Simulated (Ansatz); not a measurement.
# armchair SiC nanoribbon (N = 7, H edges): bands under strain, part 2 of 3

Wanted: the relaxed geometry and the bands of the armchair SiC nanoribbon (N = 7, H edges).

Ansatz 0.2.0; DFT PBE, plane waves, PAW; relaxation of a wire's period (the session's first sound run).

So far. Step 2 (Relaxation of atoms and period): The cell's length comes to 5.389 Å with spin left out.

## 3. Bands of the perfect wire

This step: DFT PBE, plane waves, PAW; bands of a perfect wire (Ansatz 0.2.0).

At the relaxed period the bands are computed along the axis; those that cross an energy going forward count the channels that a perfect wire would open there.

The input, input.yaml:

```yaml
crystal:
  lattice:
    - [18.761, 0.0, 0.0]
    - [0.0, 7.0, 0.0]
    - [0.0, 0.0, 5.3887698631]
  atoms:
    - { symbol: Si, position: [0.255350662, 0.5, 0.007575879] }
    - { symbol: Si, position: [0.417888369, 0.5, 0.000383054] }
    - { symbol: Si, position: [0.582111631, 0.5, 0.000383054] }
    - { symbol: Si, position: [0.744649338, 0.5, 0.007575879] }
    - { symbol: C, position: [0.253404242, 0.5, 0.331223232] }
    - { symbol: C, position: [0.417398024, 0.5, 0.332804563] }
    - { symbol: C, position: [0.582601976, 0.5, 0.332804563] }
    - { symbol: C, position: [0.746595758, 0.5, 0.331223232] }
    - { symbol: H, position: [0.202192831, 0.5, 0.426946358] }
    - { symbol: H, position: [0.797807169, 0.5, 0.426946358] }
    - { symbol: Si, position: [0.334693136, 0.5, 0.499818616] }
    - { symbol: Si, position: [0.5, 0.5, 0.4997255] }
    - { symbol: Si, position: [0.665306864, 0.5, 0.499818616] }
    - { symbol: C, position: [0.335529558, 0.5, 0.832510189] }
    - { symbol: C, position: [0.5, 0.5, 0.832169979] }
    - { symbol: C, position: [0.664470442, 0.5, 0.832510189] }
    - { symbol: H, position: [0.186211173, 0.5, 0.870201914] }
    - { symbol: H, position: [0.813788827, 0.5, 0.870201914] }
kpoints:
  mp_grid: { grid: [1, 1, 15] }
  band_path: { path: ["Γ", Z], npoints: 90 }
scf:
  occupations: { method: fermi_dirac, width: 0.05 }
hamiltonian:
  xc: pbe
output:
  dos: { e_range: [-5, 4] }
  write_potential: true
  write_density: true
  volumetric_format: npy
```

Started as:

```
$ ansatz run input.yaml --threads 4 --pin off --max-ram 16384MiB --backend cpu --events-out ev --progress --plain --runs-dir out
```

Numbers of over 12 decimals in the logs are rounded to 6 here.

Log:

```text
[...]
Crystal: 18 atoms, lattice volume = 707.691 Å³
Basis set: ecut = 420 eV, 13807 PW (Γ)
Bands: 48, of which v1, the nominal top of the filled ones, is band 30 counted from 1 (29 counted from 0)
Symmetry: 4 space group operations
[...]
k-points: 8 of 15 (time reversal used)
[...]
SCF iter   1: F=—  HF=-6265.467507 eV  |F-HF|=—  |Δ(HF+E_count)|=         —  Δρ=1.89e-3  dr2=4.27e-2  ethr=1.77e-3  ⟨swp⟩=9.4  Hψ=2383  notcnv=0  defer=23
[...]
SCF iter   8: F=-6265.480657 eV  HF=-6265.480657 eV  |F-HF|=1.04e-8  |Δ(HF+E_count)|=   3.39e-7  Δρ=2.06e-6  dr2=2.90e-8  ethr=1.67e-10  ⟨swp⟩=17.5  Hψ=2203  notcnv=0
SCF 1 converged in 8 iterations: F = -6265.480657 eV  dr2 = 2.90e-8
[...]
NSCF: frozen V_eff on 91 k-points
WARN: The output density's exchange-correlation potential varies sharply where the density is thin. Do not read a vacuum level from v_tot or v_xc, or from such a field of the output density. On a cell that repeats whose density bears no net charge and no dipole along the vacuum's axis use v_es (v_loc + v_h of the components); under efield.dipole_correction with no amplitude use v_es + v_field, which holds any externa [...]
SCF converged after 8 iterations
Free energy (F): -6265.480657 eV
[...]
Internal energy: -6265.480657 eV  (E = F + TS)
E sigma→0 (E₀):  -6265.480657 eV
Fermi energy:    -0.635419 eV
[...]
--- Band table (eV; the first three rows and the last of 8) ---
  k-point 0: bands = [... 26 lower, -2.6589, -2.3775, -1.9444, -1.8042, 0.5543, 0.6247, 0.7537, 1.1216, ... 14 higher]
  k-point 1: bands = [... 26 lower, -2.6526, -2.4569, -2.0149, -1.8350, 0.5759, 0.6963, 0.8440, 1.1452, ... 14 higher]
  k-point 2: bands = [... 26 lower, -2.6671, -2.6363, -2.2007, -1.9243, 0.6189, 0.8794, 1.1098, 1.2160, ... 14 higher]
  k-point 7: bands = [... 26 lower, -3.6242, -3.1193, -2.8205, -2.4532, 0.6921, 1.1760, 1.6523, 2.1267, ... 14 higher]
```

Elapsed: 68 s, on 4 threads of Arm Neoverse V1, shared host; peak memory 2 GiB; 4.4 min of CPU time.

Reading the cycles: dr2 is the Hartree energy of the density residual (eV), the measure of convergence; HF is the Harris–Foulkes estimate of the energy, which meets the free energy F at convergence.

This step gave:

| Item | Value |
| --- | --- |
| band gap | 2.359 eV |

Electronic bands along the path, in eV, zero at the Fermi level:

```tsv
point	band 27	band 28	band 29	band 30	band 31	band 32	band 33	band 34
Γ	-2.02	-1.74	-1.31	-1.17	1.19	1.26	1.39	1.76
halfway	-2.55	-2.10	-1.89	-1.56	1.38	1.65	2.09	2.13
Z	-3.06	-2.45	-2.23	-1.82	1.32	1.84	2.26	2.78
```

The gap is 2.36 eV, with spin left out.

On this path the gap is direct, 2.36 eV, with the valence top at Γ and the conduction bottom at Γ.

## 4. At a strained period, period over the relaxed period 0.96, k-mesh 1×1×12

This step: DFT PBE, plane waves, PAW; relaxation at a fixed period (Ansatz 0.2.0).

The period is set to 0.96 times the relaxed one and the atoms relax within it: strain changes bond lengths and angles, which shifts the bands against each other. Against the first PBE run of this kind, the mesh along the wire has 12 points against 15.

The cell differs from the one that the last finished run ended in (c 5.389 → 5.173 Å).

input.yaml, as its differences from that of step 3:

```diff
@@ -4,3 +4,3 @@
     - [0.0, 7.0, 0.0]
-    - [0.0, 0.0, 5.3887698631]
+    - [0.0, 0.0, 5.1732190685]
   atoms:
@@ -25,3 +25,3 @@
 kpoints:
-  mp_grid: { grid: [1, 1, 15] }
+  mp_grid: { grid: [1, 1, 12] }
   band_path: { path: ["Γ", Z], npoints: 90 }
@@ -31,6 +31,6 @@
   xc: pbe
+relax:
+  max_steps: 40
+  f_tol: 0.02
 output:
-  dos: { e_range: [-5, 4] }
-  write_potential: true
-  write_density: true
-  volumetric_format: npy
+  stress: true
```

Log:

```text
Warning: output.stress: scf.convergence.dr2_threshold = 1e-7 eV (the SCF's general default) is looser than the 1.8e-9 eV advised for a printed stress (1e-10 eV for each atom of the cell: 18). What an SCF threshold leaves in a stress goes as its square root, and in the free energy as the threshold itself, and one threshold admits the most on a small cell: [figures from the program's tests cut] Every solve of this run  [...]
[...]
Crystal: 18 atoms, lattice volume = 679.383 Å³
Basis set: ecut = 420 eV, 13305 PW (Γ), exchange–correlation on 256×96×72 points (8 copies of the dense FFT grid, shifted against one another)
Bands: 48, of which v1, the nominal top of the filled ones, is band 30 counted from 1 (29 counted from 0)
Symmetry: 4 space group operations
[...]
k-points: 7 of 12 (time reversal used)
[...]
SCF iter   1: F=—  HF=-6264.827656 eV  |F-HF|=—  |Δ(HF+E_count)|=         —  Δρ=2.06e-3  dr2=5.83e-2  ethr=1.77e-3  ⟨swp⟩=10.1  Hψ=2113  notcnv=0  defer=27
[...]
SCF iter   6: F=-6264.836392 eV  HF=-6264.836392 eV  |F-HF|=4.16e-8  |Δ(HF+E_count)|=   1.43e-5  Δρ=1.73e-5  dr2=3.46e-6  ethr=1.67e-8  ⟨swp⟩=5.0  Hψ=1088  notcnv=0
SCF 1 converged in 6 iterations: F = -6264.836392 eV  dr2 = 3.46e-6
[...]
relax step   1: F+E_penalty+E_count = -6264.83639245 eV  Δ(F+E_penalty+E_count) = +0.000e0 eV  max|allowed force component| = 1.558e0 eV/Å  Δτ_max = 0.0000 Å  (6 SCF iters, dr2 threshold 1.00e-5 eV, accepted)
[...]
SCF iter   5: F=-6265.008660 eV  HF=-6265.008693 eV  |F-HF|=3.32e-5  |Δ(HF+E_count)|=   1.16e-5  Δρ=5.51e-5  dr2=4.31e-5  ethr=1.67e-7  ⟨swp⟩=3.0  Hψ=1183  notcnv=0
SCF 2 converged in 5 iterations: F = -6265.008660 eV  dr2 = 4.31e-5
[...]
relax step   2: F+E_penalty+E_count = -6265.00865959 eV  Δ(F+E_penalty+E_count) = -1.723e-1 eV  max|allowed force component| = 7.967e-1 eV/Å  Δτ_max = 0.0601 Å  (5 SCF iters, dr2 threshold 1.00e-4 eV, accepted)
SCF iter   1: F=—  HF=-6265.102115 eV  |F-HF|=—  |Δ(HF+E_count)|=         —  Δρ=3.93e-3  dr2=8.77e-2  ethr=1.52e-3  ⟨swp⟩=4.0  Hψ=829  notcnv=0  defer=77
[...]
SCF iter   6: F=-6265.078030 eV  HF=-6265.078030 eV  |F-HF|=2.87e-7  |Δ(HF+E_count)|=   7.63e-6  Δρ=1.41e-5  dr2=1.50e-6  ethr=6.61e-8  ⟨swp⟩=4.6  Hψ=995  notcnv=0
SCF 3 converged in 6 iterations: F = -6265.078030 eV  dr2 = 1.50e-6
[...]
relax step   3: F+E_penalty+E_count = -6265.07802998 eV  Δ(F+E_penalty+E_count) = -6.937e-2 eV  max|allowed force component| = 1.231e-1 eV/Å  Δτ_max = 0.0504 Å  (6 SCF iters, dr2 threshold 3.97e-5 eV, accepted)
[...]
relax step   4: F+E_penalty+E_count = -6265.07932982 eV  Δ(F+E_penalty+E_count) = -1.300e-3 eV  max|allowed force component| = 4.330e-2 eV/Å  Δτ_max = 0.0152 Å  (5 SCF iters, dr2 threshold 9.47e-7 eV, accepted)
SCF iter   1: F=—  HF=-6265.079157 eV  |F-HF|=—  |Δ(HF+E_count)|=         —  Δρ=1.64e-4  dr2=1.93e-4  ethr=2.25e-6  ⟨swp⟩=2.0  Hψ=691  notcnv=0  defer=77
[...]
SCF iter   5: F=-6265.079551 eV  HF=-6265.079551 eV  |F-HF|=2.52e-8  |Δ(HF+E_count)|=  8.99e-10  Δρ=2.88e-6  dr2=5.72e-8  ethr=1.67e-10  ⟨swp⟩=5.0  Hψ=1128  notcnv=0
SCF 5 converged in 5 iterations: F = -6265.079551 eV  dr2 = 5.72e-8
[...]
relax step   5: F+E_penalty+E_count = -6265.07955131 eV  Δ(F+E_penalty+E_count) = -2.215e-4 eV  max|allowed force component| = 3.981e-3 eV/Å  Δτ_max = 0.0038 Å  (5 SCF iters, accepted)
[...]
the band table was solved once a step of the walk had ended and its energy, with any forces and stress, was formed, with the checks that follow a solve (2427 applications of the Hamiltonian). They found nothing against the state; the energy, forces and stress were not computed again (output.eigenvalues in the input reference)
[...]
SCF converged after 5 iterations
Free energy (F): -6265.079551 eV
[...]
Internal energy: -6265.079551 eV  (E = F + TS)
E sigma→0 (E₀):  -6265.079551 eV
Fermi energy:    -0.482129 eV
[...]
--- Forces (eV/Å), atoms counted from 1 ---
  atom   1  Si     0.00170798    -0.00000000     0.00138490
  atom   2  Si    -0.00080223     0.00000000     0.00201434
  atom   3  Si     0.00080223    -0.00000000     0.00201434
  atom   4  Si    -0.00170798     0.00000000     0.00138490
  atom   5  C     -0.00186856     0.00000000    -0.00060697
  atom   6  C      0.00060364    -0.00000000     0.00030933
  atom   7  C     -0.00060364     0.00000000     0.00030933
  atom   8  C      0.00186856    -0.00000000    -0.00060697
  atom   9  H     -0.00278256     0.00000000     0.00122799
  atom  10  H      0.00278256    -0.00000000     0.00122799
  atom  11  Si     0.00398053    -0.00000000     0.00023308
  atom  12  Si     0.00000000     0.00000000    -0.00008409
  atom  13  Si    -0.00398053     0.00000000     0.00023308
  atom  14  C     -0.00244504     0.00000000    -0.00322814
  atom  15  C     -0.00000000    -0.00000000    -0.00220615
  atom  16  C      0.00244504    -0.00000000    -0.00322814
  atom  17  H      0.00029989    -0.00000000    -0.00026840
  atom  18  H     -0.00029989     0.00000000    -0.00026840
  max |Σ_I F_I| component: 1.58e-4 eV/Å
--- Stress (GPa, compression-positive) ---
        0.004845      -0.000000       0.000000
       -0.000000       0.320310      -0.000000
        0.000000      -0.000000       4.609901
  P = ⅓ Tr σ = 1.6450 GPa (16.450 kbar)
--- Band table (eV; the first three rows and the last of 7) ---
  k-point 0: bands = [... 26 lower, -2.6560, -2.0951, -1.7128, -1.7119, 0.8178, 0.9227, 1.1693, 1.2735, ... 14 higher]
  k-point 1: bands = [... 26 lower, -2.6427, -2.2276, -1.8269, -1.7565, 0.8201, 1.0208, 1.3098, 1.3261, ... 14 higher]
  k-point 2: bands = [... 26 lower, -2.6079, -2.5593, -2.1159, -1.8832, 0.8292, 1.2192, 1.4199, 1.5817, ... 14 higher]
  k-point 6: bands = [... 26 lower, -3.5973, -3.0050, -2.7857, -2.3949, 0.7452, 1.2735, 1.6904, 2.3202, ... 14 higher]
--- Relaxed structure (5 steps of the walk, 5 accepted, 0 SCFs on fresh bases) ---
  F+E_penalty+E_count = -6265.07955131 eV   max|allowed force component| = 3.981e-3 eV/Å
  atoms:
    - { symbol: Si, position: [0.251215, 0.500000, 0.00229642] }
    - { symbol: Si, position: [0.416738, 0.500000, -0.00272999] }
    - { symbol: Si, position: [0.583262, 0.500000, -0.00272999] }
    - { symbol: Si, position: [0.748785, 0.500000, 0.00229642] }
    - { symbol: C, position: [0.248946, 0.500000, 0.335885] }
    - { symbol: C, position: [0.416240, 0.500000, 0.336292] }
    - { symbol: C, position: [0.583760, 0.500000, 0.336292] }
    - { symbol: C, position: [0.751054, 0.500000, 0.335885] }
    - { symbol: H, position: [0.199383, 0.500000, 0.445018] }
    - { symbol: H, position: [0.800617, 0.500000, 0.445018] }
    - { symbol: Si, position: [0.332333, 0.500000, 0.496128] }
    - { symbol: Si, position: [0.5, 0.500000, 0.496818] }
    - { symbol: Si, position: [0.667667, 0.500000, 0.496128] }
    - { symbol: C, position: [0.333284, 0.500000, 0.836236] }
    - { symbol: C, position: [0.5, 0.500000, 0.835669] }
    - { symbol: C, position: [0.666716, 0.500000, 0.836236] }
    - { symbol: H, position: [0.183519, 0.500000, 0.852042] }
    - { symbol: H, position: [0.816481, 0.500000, 0.852042] }
```

Wall time 82 s (4 threads); peak memory 2 GiB; 5.1 min of CPU time.

The steps of the relaxation:

```tsv
step	energy less that of the first step (eV)	largest force component (eV/Å)
1	0.0000	1.5579
2	-0.1723	0.7967
3	-0.2416	0.1231
4	-0.2429	0.0433
5	-0.2432	0.0040
```

Forces are held to the 4 operations that the run works with; a distortion that breaks them can't arise in this run.

The atoms that moved most (Å):

```tsv
atom	dx	dy	dz	length
H9	-0.053	0.000	0.093	0.107
H10	0.053	0.000	0.093	0.107
H18	0.051	0.000	-0.094	0.107
H17	-0.051	0.000	-0.094	0.107
C5	-0.084	0.000	0.024	0.087
C8	0.084	0.000	0.024	0.087
Si1	-0.078	0.000	-0.027	0.082
Si4	0.078	0.000	-0.027	0.082
```

Final coordinates:

```xyz
18
Lattice="18.7610 0.0000 0.0000 0.0000 7.0000 0.0000 0.0000 0.0000 5.1732" Properties=species:S:1:pos:R:3
Si    4.7130    3.5000    0.0119
Si    7.8184    3.5000   -0.0141
Si   10.9426    3.5000   -0.0141
Si   14.0480    3.5000    0.0119
C     4.6705    3.5000    1.7376
C     7.8091    3.5000    1.7397
C    10.9519    3.5000    1.7397
C    14.0905    3.5000    1.7376
H     3.7406    3.5000    2.3022
H    15.0204    3.5000    2.3022
Si    6.2349    3.5000    2.5666
Si    9.3805    3.5000    2.5701
Si   12.5261    3.5000    2.5666
C     6.2527    3.5000    4.3260
C     9.3805    3.5000    4.3231
C    12.5083    3.5000    4.3260
H     3.4430    3.5000    4.4078
H    15.3180    3.5000    4.4078
```

This step gave:

- band gap: 2.457 eV

The electronic bands at the labelled points (eV, zero at the Fermi level):

```tsv
point	band 27	band 28	band 29	band 30	band 31	band 32	band 33	band 34
Γ	-2.17	-1.61	-1.23	-1.23	1.30	1.40	1.65	1.76
halfway	-2.50	-2.13	-1.96	-1.60	1.36	1.64	2.08	2.22
Z	-3.12	-2.52	-2.30	-1.91	1.23	1.76	2.17	2.80
```

The gap is 2.46 eV, against 2.36 eV under PBE at the relaxed period.

## 5. At a strained period, period over the relaxed period 0.98, k-mesh 1×1×12

The period is set to 0.98 times the relaxed one and the atoms relax within it: strain changes bond lengths and angles, which shifts the bands against each other. Against the first PBE run of this kind, the mesh along the wire has 12 points against 15.

The cell differs from the one that the last finished run ended in (c 5.173 → 5.281 Å).

input.yaml, as its differences from that of step 4:

```diff
@@ -4,3 +4,3 @@
     - [0.0, 7.0, 0.0]
-    - [0.0, 0.0, 5.1732190685]
+    - [0.0, 0.0, 5.2809944658]
   atoms:
```

Log:

```text
[...]
Crystal: 18 atoms, lattice volume = 693.537 Å³
Basis set: ecut = 420 eV, 13533 PW (Γ), exchange–correlation on 256×96×72 points (8 copies of the dense FFT grid, shifted against one another)
Bands: 48, of which v1, the nominal top of the filled ones, is band 30 counted from 1 (29 counted from 0)
Symmetry: 4 space group operations
[...]
- { symbol: H, position: [0.799194, 0.5, 0.436178] }
    - { symbol: Si, position: [0.333544, 0.5, 0.498134] }
    - { symbol: Si, position: [0.5, 0.5, 0.498401] }
    - { symbol: Si, position: [0.666456, 0.5, 0.498134] }
    - { symbol: C, position: [0.334507, 0.5, 0.834246] }
    - { symbol: C, position: [0.5, 0.5, 0.833740] }
    - { symbol: C, position: [0.665493, 0.5, 0.834246] }
    - { symbol: H, position: [0.185166, 0.5, 0.860751] }
    - { symbol: H, position: [0.814834, 0.5, 0.860751] }
[key lines of the parts left out:]
SCF converged after 5 iterations
Free energy (F): -6265.382112 eV
Fermi energy:    -0.556343 eV
P = ⅓ Tr σ = 0.8607 GPa (8.607 kbar)
```

The job ended after 78 s (4 threads; peak memory 2.1 GiB).

Relaxation path:

```tsv
step	energy less that of the first step (eV)	largest force component (eV/Å)
1	0.0000	0.6884
2	-0.0392	0.3550
3	-0.0540	0.0534
4	-0.0543	0.0136
```

The run keeps the 4 symmetry operations that it works with, so distortions that break them were not tested.

The atoms that moved most (Å):

```tsv
atom	dx	dy	dz	length
H9	-0.026	0.000	0.049	0.055
H10	0.026	0.000	0.049	0.055
H17	-0.020	0.000	-0.050	0.054
H18	0.020	0.000	-0.050	0.054
C8	0.042	0.000	0.012	0.043
C5	-0.042	0.000	0.012	0.043
Si1	-0.036	0.000	-0.013	0.038
Si4	0.036	0.000	-0.013	0.038
```

The relaxed structure:

```xyz
18
Lattice="18.7610 0.0000 0.0000 0.0000 7.0000 0.0000 0.0000 0.0000 5.2810" Properties=species:S:1:pos:R:3
Si    4.7548    3.5000    0.0269
Si    7.8302    3.5000   -0.0055
Si   10.9308    3.5000   -0.0055
Si   14.0062    3.5000    0.0269
C     4.7124    3.5000    1.7616
C     7.8203    3.5000    1.7659
C    10.9407    3.5000    1.7659
C    14.0486    3.5000    1.7616
H     3.7673    3.5000    2.3035
H    14.9937    3.5000    2.3035
Si    6.2576    3.5000    2.6306
Si    9.3805    3.5000    2.6321
Si   12.5034    3.5000    2.6306
C     6.2757    3.5000    4.4056
C     9.3805    3.5000    4.4030
C    12.4853    3.5000    4.4056
H     3.4739    3.5000    4.5456
H    15.2871    3.5000    4.5456
```

The gap is 2.45 eV, against 2.36 eV under PBE at the relaxed period.

## 6. At a strained period, period over the relaxed period 1.02, k-mesh 1×1×11

The period is set to 1.02 times the relaxed one and the atoms relax within it: strain changes bond lengths and angles, which shifts the bands against each other. Against the first PBE run of this kind, the mesh along the wire has 11 points against 15.

The cell differs from the one that the last finished run ended in (c 5.281 → 5.497 Å).

input.yaml, as its differences from that of step 5:

```diff
@@ -4,3 +4,3 @@
     - [0.0, 7.0, 0.0]
-    - [0.0, 0.0, 5.2809944658]
+    - [0.0, 0.0, 5.4965452603]
   atoms:
@@ -25,3 +25,3 @@
 kpoints:
-  mp_grid: { grid: [1, 1, 12] }
+  mp_grid: { grid: [1, 1, 11] }
   band_path: { path: ["Γ", Z], npoints: 90 }
```

Log:

```text
[...]
Crystal: 18 atoms, lattice volume = 721.845 Å³
Basis set: ecut = 420 eV, 14147 PW (Γ), exchange–correlation on 256×96×80 points (8 copies of the dense FFT grid, shifted against one another)
Bands: 48, of which v1, the nominal top of the filled ones, is band 30 counted from 1 (29 counted from 0)
Symmetry: 4 space group operations
[...]
- { symbol: H, position: [0.796690, 0.5, 0.417920] }
    - { symbol: Si, position: [0.335654, 0.5, 0.501123] }
    - { symbol: Si, position: [0.5, 0.5, 0.500574] }
    - { symbol: Si, position: [0.664346, 0.5, 0.501123] }
    - { symbol: C, position: [0.336420, 0.5, 0.830943] }
    - { symbol: C, position: [0.5, 0.5, 0.830779] }
    - { symbol: C, position: [0.663580, 0.5, 0.830943] }
    - { symbol: H, position: [0.187539, 0.5, 0.879686] }
    - { symbol: H, position: [0.812461, 0.5, 0.879686] }
[key lines of the parts left out:]
SCF converged after 5 iterations
Free energy (F): -6265.384049 eV
Fermi energy:    -0.719197 eV
P = ⅓ Tr σ = -0.6215 GPa (-6.215 kbar)
```

It took 80 s on 4 threads; peak memory 2.1 GiB.

The steps of the relaxation:

```tsv
step	energy less that of the first step (eV)	largest force component (eV/Å)
1	0.0000	0.5345
2	-0.0341	0.2779
3	-0.0441	0.0352
4	-0.0443	0.0179
```

Forces are held to the 4 operations that the run works with; a distortion that breaks them can't arise in this run.

The atoms that moved most (Å):

```tsv
atom	dx	dy	dz	length
H18	-0.025	0.000	0.052	0.058
H17	0.025	0.000	0.052	0.058
H9	0.021	0.000	-0.050	0.054
H10	-0.021	0.000	-0.050	0.054
Si1	0.037	0.000	0.014	0.039
Si4	-0.037	0.000	0.014	0.039
C5	0.037	0.000	-0.012	0.039
C8	-0.037	0.000	-0.012	0.039
```

Final coordinates:

```xyz
18
Lattice="18.7610 0.0000 0.0000 0.0000 7.0000 0.0000 0.0000 0.0000 5.4965" Properties=species:S:1:pos:R:3
Si    4.8272    3.5000    0.0559
Si    7.8488    3.5000    0.0077
Si   10.9122    3.5000    0.0077
Si   13.9338    3.5000    0.0559
C     4.7912    3.5000    1.8088
C     7.8396    3.5000    1.8217
C    10.9214    3.5000    1.8217
C    13.9698    3.5000    1.8088
H     3.8143    3.5000    2.2971
H    14.9467    3.5000    2.2971
Si    6.2972    3.5000    2.7544
Si    9.3805    3.5000    2.7514
Si   12.4638    3.5000    2.7544
C     6.3116    3.5000    4.5673
C     9.3805    3.5000    4.5664
C    12.4494    3.5000    4.5673
H     3.5184    3.5000    4.8352
H    15.2426    3.5000    4.8352
```

The gap is 2.27 eV, against 2.36 eV under PBE at the relaxed period.

[end of part 2 of 3]

[Logs are printed without paths, hosts, clocks, repeated set-up lines and the standing remarks that a program may print on its own settings, such as how far it seeks lower states.]

[Hosts, paths, dates, database ids (printed as entryN), source tags and the programs' standing remarks are cut or masked in the printed files.]
